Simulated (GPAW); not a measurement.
## Al2O3: band structure with LDA

Crystal: Al2O3.

```xyz
5
Lattice="3.0175 0.0000 0.0000 -1.5087 2.6132 0.0000 0.0000 0.0000 7.5746" Properties=species:S:1:pos:R:3 pbc="T T T"
Al    0.0000    0.0000    5.4693
Al    0.0000    0.0000    2.1054
O     0.0000    0.0000    3.7873
O     1.5087    0.8711    6.0638
O     0.0000    1.7421    1.5108
```

Measurements of this composition are mostly on another form, of space group No. 167.

| Item | Value |
| --- | --- |
| Program | GPAW 26.7.0 |
| Task | band structure |
| Functional | LDA |
| Potentials or basis | the program's PAW data sets (release 1.2.1) made for this functional |
| Cutoff | 800 eV |
| Basis | pw |
| k mesh | 8 × 8 × 3 |
| Occupations | fermi-dirac, width 0.05 eV |
| Spin | no spin polarisation |
| Maxiter | 150 |
| Band path | GMKGALHA,LM,KH |
| Band points | 60 |

```json
{
  "Pressure": "-6.4 GPa",
  "Largest force": "0.348 eV/Å",
  "Band gap on the k mesh": "2.24 eV, direct",
  "Band gap along the path": "2.24 eV, direct"
}
```

Forces in eV/Å, atoms in the order of the input:
```
Al   0.000  0.000 -0.056
Al   0.000  0.000  0.056
O    0.000  0.000  0.000
O    0.000  0.000 -0.348
O    0.000  0.000  0.348
```

Stress tensor (GPa, compression positive):
```
-6.81  0.00  0.00
 0.00 -6.81  0.00
 0.00  0.00 -5.57
```

Levels at the corners of the path, in eV from the valence-band top:
```csv
point,band 8,band 9,band 10,band 11,band 12,band 13,band 14,band 15
Γ,-3.67,-3.67,-2.32,0.00,0.00,2.24,4.25,7.21
M,-4.26,-3.57,-3.07,-1.76,-0.49,4.45,6.08,8.02
K,-3.56,-3.48,-3.48,-1.41,-1.41,6.63,6.63,7.48
Γ,-3.67,-3.67,-2.32,0.00,0.00,2.24,4.25,7.21
A,-3.66,-3.62,-3.12,0.00,0.00,3.17,3.31,7.97
L,-4.31,-3.46,-3.31,-1.68,-0.49,4.92,5.45,7.96
H,-3.62,-3.41,-3.41,-1.50,-1.50,6.64,6.64,7.50
A,-3.66,-3.62,-3.12,0.00,0.00,3.17,3.31,7.97
L,-4.31,-3.46,-3.31,-1.68,-0.49,4.92,5.45,7.96
M,-4.26,-3.57,-3.07,-1.76,-0.49,4.45,6.08,8.02
K,-3.56,-3.48,-3.48,-1.41,-1.41,6.63,6.63,7.48
H,-3.62,-3.41,-3.41,-1.50,-1.50,6.64,6.64,7.50
```

Run time: 62 s on 1 thread of Arm Neoverse V2, on a shared host, peak memory 0.39 GiB.

Expect the measured gap to be larger: semilocal functionals such as LDA lack the derivative discontinuity.
